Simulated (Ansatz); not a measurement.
CO2 on the (001) surface of C, space group R-3m (No. 166), as a single layer (top face towards +c; held atoms: 1), one molecule per 47.4 Å². Starting structure (flat, lowest atom O over a top C site; the molecule's atoms stand last):

```
CELL_PARAMETERS angstrom
7.39515 0.00000 0.00000
-3.69757 6.40439 0.00000
0.00000 0.00000 18.00161
ATOMIC_POSITIONS crystal
C 0.55556 0.44444 0.44440
C 0.55556 0.77778 0.44440
C 0.55556 0.11111 0.44440
C 0.88889 0.44444 0.44440
C 0.88889 0.77778 0.44440
C 0.88889 0.11111 0.44440
C 0.22222 0.44444 0.44440
C 0.22222 0.77778 0.44440
C 0.22222 0.11111 0.44440
C 0.44444 0.22222 0.44449
C 0.44444 0.55556 0.44449
C 0.44444 0.88889 0.44449
C 0.77778 0.22222 0.44449
C 0.77778 0.55556 0.44449
C 0.77778 0.88889 0.44449
C 0.11111 0.22222 0.44449
C 0.11111 0.55556 0.44449
C 0.11111 0.88889 0.44449
O 0.11111 0.88889 0.57893
C 0.94122 0.72422 0.57893
O 0.77133 0.55956 0.57893
```

These are results of Ansatz 0.2.0, DFT PBE+D3(BJ), scalar-relativistic, plane waves, PAW, not measurements. Settings: cutoff 420 eV, Γ-centred mesh 3×3×1 on the computed 21-atom cell, Gaussian smearing of 0.05 eV; no spin polarisation. A dipole correction removes the field between periodic images along c.

E_ads is per molecule, from the clean relaxed slab and the free relaxed molecule; negative means bound; no zero-point or thermal terms, forces under 0.04 eV/Å, and the free molecule is spin-polarised where open-shell. Heights count from the highest slab atom.

Task: How strongly does it adsorb?

Result: -0.17 eV.

Task: Does the molecule survive, and how close does it come to the surface?

Result: It stays whole. Its lowest atom lies 3.25 Å over the highest slab atom; shortest contacts C–C 3.33 Å.

Task: How does the dipole along +c change?

Result: The dipole changes by -0.007 e·Å a cell.

Each end is the local minimum that its start leads to.